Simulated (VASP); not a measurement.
Mg2Ge (strained antifluorite): one r²SCAN single-point calculation in two programs

```
Ge Mg
1.0
     0.00000    3.05578    3.05578
     3.05578    0.00000    3.05578
     3.05578    3.05578    0.00000
Ge Mg
1 2
Direct
  0.00000 0.00000 0.00000
  0.25000 0.25000 0.25000
  0.75000 0.75000 0.75000
```

Datasets and cutoffs are each program's own. VASP's cell holds 18 valence electrons and Ansatz's 34. Ansatz's stress includes a Pulay correction; VASP's doesn't.

Cutoffs: 520 eV in VASP, 500 eV in Ansatz. k meshes: 8×8×8 and 8×8×8.

```json
{"": "gap between bands v and c", "VASP": "0.33 eV", "Ansatz": "0.33 eV"}
{"": "least direct gap", "VASP": "2.42 eV", "Ansatz": "2.44 eV"}
{"": "pressure", "VASP": "8.4 GPa", "Ansatz": "8.8 GPa"}
```

Band v is the last that the valence electrons fill when counted band by band, and c is the next. Levels in eV from the top of v, Ansatz:

```
point    v−1      v     c   c+1
    Γ   0.00   0.00  2.44  3.49
    X  -2.25  -2.25  0.33  1.30
    K  -3.87  -1.87  1.16  3.93
    L  -0.80  -0.80  2.15  3.27
    W  -3.99  -3.05  3.21  4.67
```

VASP:

```tsv
point	v−1	v	c	c+1
Γ	0.00	0.00	2.42	3.48
X	-2.26	-2.26	0.33	1.28
K	-3.89	-1.88	1.15	3.92
L	-0.81	-0.81	2.13	3.26
W	-4.00	-3.06	3.21	4.66
```
